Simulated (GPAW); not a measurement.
The system is MgS (Niningerite).

```
CELL_PARAMETERS angstrom
0.00000 2.60165 2.60165
2.60165 0.00000 2.60165
2.60165 2.60165 0.00000
ATOMIC_POSITIONS crystal
S 0.50000 0.50000 0.50000
Mg 0.00000 0.00000 0.00000
```

| Item | Value |
| --- | --- |
| Program | GPAW 26.7.0 |
| Task | single point |
| Functional | PBE |
| Potentials or basis | GPAW PAW data sets (gpaw-data 1.2.1) |
| Cutoff | 800 eV |
| Basis | pw |
| k mesh | 9 × 9 × 9 |
| Occupations | fermi-dirac, width 0.05 eV |
| Spin | no spin polarisation |

On this cell: pressure 1.1 GPa; largest force zero by symmetry; band gap on the k mesh 2.92 eV, indirect (least direct gap 3.72 eV).

The same run follows on a disturbed copy (atoms moved at random, drawn with an rms of 0.05 Å):

```
CELL_PARAMETERS angstrom
0.00000 2.60165 2.60165
2.60165 0.00000 2.60165
2.60165 2.60165 0.00000
ATOMIC_POSITIONS crystal
S 0.49923 0.50365 0.50962
Mg 0.01475 0.99180 0.98833
```

Task: What does the disturbed cell give?

Result: The energy moves by +5.5 meV/atom; pressure 1.3 GPa; largest force 0.257 eV/Å; band gap on the k mesh 2.92 eV, indirect (least direct gap 3.72 eV).

Forces on the atoms (eV/Å):
```
S   -0.252 -0.041  0.026
Mg   0.252  0.041 -0.026
```

Stress tensor (GPa, compression positive):
```
 1.94 -0.02  0.01
-0.02  1.03  0.00
 0.01  0.00  1.01
```

Caveats: an odd mesh through Γ misses points on the zone boundary, where band edges often lie.
